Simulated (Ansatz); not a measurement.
# Si: the cost of one run

Program: Ansatz 0.2.0. Level of theory: DFT PBEsol, plane waves, PAW, scalar-relativistic, no spin polarisation. These are calculated values, not measurements.

## (1) The system as given

The cell holds 17 atoms (Si17): a = 7.679 Å, b = 7.679 Å, c = 7.679 Å, α = 60.00°, β = 60.00°, γ = 60.00°.

Structure file:

```cif
data_structure
_symmetry_space_group_name_H-M 'P 1'
_symmetry_Int_Tables_number 1
_cell_length_a 7.6792
_cell_length_b 7.6792
_cell_length_c 7.6792
_cell_angle_alpha 60.000
_cell_angle_beta 60.000
_cell_angle_gamma 60.000
_cell_volume 320.21
loop_
_atom_site_label
_atom_site_type_symbol
_atom_site_fract_x
_atom_site_fract_y
_atom_site_fract_z
_atom_site_occupancy
Si1 Si 0.00000 0.00000 0.00000 1
Si2 Si 0.12500 0.12500 0.12500 1
Si3 Si 0.00000 0.00000 0.50000 1
Si4 Si 0.12500 0.12500 0.62500 1
Si5 Si 0.00000 0.50000 0.00000 1
Si6 Si 0.12500 0.62500 0.12500 1
Si7 Si 0.00000 0.50000 0.50000 1
Si8 Si 0.12500 0.62500 0.62500 1
Si9 Si 0.50000 0.00000 0.00000 1
Si10 Si 0.62500 0.12500 0.12500 1
Si11 Si 0.50000 0.00000 0.50000 1
Si12 Si 0.62500 0.12500 0.62500 1
Si13 Si 0.50000 0.50000 0.00000 1
Si14 Si 0.62500 0.62500 0.12500 1
Si15 Si 0.50000 0.50000 0.50000 1
Si16 Si 0.62500 0.62500 0.62500 1
Si17 Si 0.25205 0.24197 0.74749 1
```

## (2) End point A

File input.yaml:

```yaml
crystal:
  lattice:
    - [0.0, 5.43, 5.43]
    - [5.43, 0.0, 5.43]
    - [5.43, 5.43, 0.0]
  atoms:
    - { symbol: Si, position: [0.0, 0.0, 0.0] }
    - { symbol: Si, position: [0.125, 0.125, 0.125] }
    - { symbol: Si, position: [0.0, 0.0, 0.5] }
    - { symbol: Si, position: [0.125, 0.125, 0.625] }
    - { symbol: Si, position: [0.0, 0.5, 0.0] }
    - { symbol: Si, position: [0.125, 0.625, 0.125] }
    - { symbol: Si, position: [0.0, 0.5, 0.5] }
    - { symbol: Si, position: [0.125, 0.625, 0.625] }
    - { symbol: Si, position: [0.5, 0.0, 0.0] }
    - { symbol: Si, position: [0.625, 0.125, 0.125] }
    - { symbol: Si, position: [0.5, 0.0, 0.5] }
    - { symbol: Si, position: [0.625, 0.125, 0.625] }
    - { symbol: Si, position: [0.5, 0.5, 0.0] }
    - { symbol: Si, position: [0.625, 0.625, 0.125] }
    - { symbol: Si, position: [0.5, 0.5, 0.5] }
    - { symbol: Si, position: [0.625, 0.625, 0.625] }
    - { symbol: Si, position: [0.2520515, 0.241972, 0.7474864] }
basis:
  ecutwfc: 420.0
kpoints:
  mp_grid: { grid: [2, 2, 2] }
hamiltonian:
  xc: pbesol
  pseudopotentials: { kind: paw, azcp: { folder: soft_1 } }
scf:
  occupations: { method: gaussian, width: 0.05 }
  lower_state_search: "off"
relax:
  f_tol: 0.03
  max_steps: 60
  adjacent_minimum: "off"
```

Started as:

```sh
$ ansatz run input.yaml --threads 1 --pin off --max-ram 3072MiB --backend cpu --events-out ev --progress --plain --runs-dir out
```

**Question.** How long does this run take on 1 thread of Arm Neoverse V1, shared host, and how much memory does it need?

About 19 s, with a peak of 0.49 GiB.
